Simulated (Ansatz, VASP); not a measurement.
This is a calculation of Sc for VASP 6.6.1.

File INCAR:

```
SYSTEM = Sc
  PREC = Accurate
  ENCUT = 520
  EDIFF = 1E-7
  ISMEAR = -1
  SIGMA = 0.05
  LREAL = .FALSE.
  LASPH = .TRUE.
  NELM = 60
  ALGO = Normal
  ISIF = 2
  LWAVE = .FALSE.
  LCHARG = .FALSE.
  GGA = PE
  NBANDS = 12
```

The input KPOINTS:

```
Automatic mesh
0
G
  10 10 10
  0 0 0
```

The input POSCAR:

```
Sc
1.0
    3.2231673444      0.0000000000      0.0000000000
    1.5120558612      2.8629765214      0.0000000000
    1.5592521586      0.9325823911      2.6918915646
Sc
1
Direct
    0.0000000000      0.0000000000      0.0000000000
```

Potentials or basis: VASP PAW PBE potentials, release 64 (Sc_sv).

The run is started by

```console
$ cat potpaw_PBE.64/Sc_sv/POTCAR > POTCAR
$ mpirun -np 1 vasp_std > vasp.out
```

Question: Set up the same calculation for Ansatz 0.2.0. Potentials there: Ansatz PAW.

Answer: As run (the cutoff follows the program's own potentials):

Contents of input.yaml:

```yaml
crystal:
  lattice:
    - [3.2231673444, 0.0, 0.0]
    - [1.5120558612, 2.8629765214, 0.0]
    - [1.5592521586, 0.9325823911, 2.6918915646]
  atoms:
    - { symbol: Sc, position: [0.0, 0.0, 0.0] }
hamiltonian:
  xc: pbe
  pseudopotentials: { kind: paw }
kpoints:
  mp_grid: { grid: [10, 10, 10] }
scf:
  occupations: { method: fermi_dirac, width: 0.05 }
output:
  forces: true
  stress: true
  eigenvalues: true
```

Potentials or basis: Ansatz PAW.

The run is started by

```bash
$ ansatz run input.yaml --threads 2 --pin off --max-ram 5120MiB --backend cpu --events-out ev --progress --plain --runs-dir out
```

Both were run:

|  | VASP | Ansatz | Ansatz less VASP |
| --- | --- | --- | --- |
| gap on the k mesh at the Fermi level (eV) | none | none | - |
| pressure (GPa) | -0.3 | -0.3 | -0.02 |
| largest component of the traceless stress (GPa) | 0.95 | 0.95 | -0.003 |

A gap of «none» marks a metal or a gap that the smearing closes.
